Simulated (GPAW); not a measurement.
## MgO in GPAW: the effect of dispersion

MgO:

```xyz
2
Lattice="0.0000 2.0970 2.0970 2.0970 0.0000 2.0970 2.0970 2.0970 0.0000" Properties=species:S:1:pos:R:3 pbc="T T T"
Mg    0.0000    0.0000    0.0000
O     2.0970    2.0970    2.0970
```

The cell is a database's computed one.

Alike in all runs:

```yaml
Program: GPAW 26.7.0
Task: relaxation of cell and atoms
Functional: PBEsol
Potentials_or_basis: PAW data sets generated in the run's folder for this functional
Cutoff: 800 eV
Basis: pw
k_mesh: 11 × 11 × 11
Occupations: fermi-dirac, width 0.05 eV
Spin: no spin polarisation
```

Each run relaxes the cell or the atoms first.

Problem. One run gave: relaxed volume 9.40 Å³/atom; gap on the mesh 4.60 eV. Which dispersion did it use?
A. D3(BJ)
B. none
C. D3
D. D3(BJ)-ATM
E. D4

Solution. B.

```tsv
dispersion	relaxed volume (Å³/atom)	gap on the mesh (eV)
none	9.40	4.60
D3	9.22	4.78
D3(BJ)	9.15	4.86
D3(BJ)-ATM	9.20	4.81
D4	9.30	4.70
```

Caveats: later steps reuse the first step's grids; the relaxation stopped at its first step, so nothing moved (some runs).

A gap of «none» marks a metal or a gap under the smearing width.
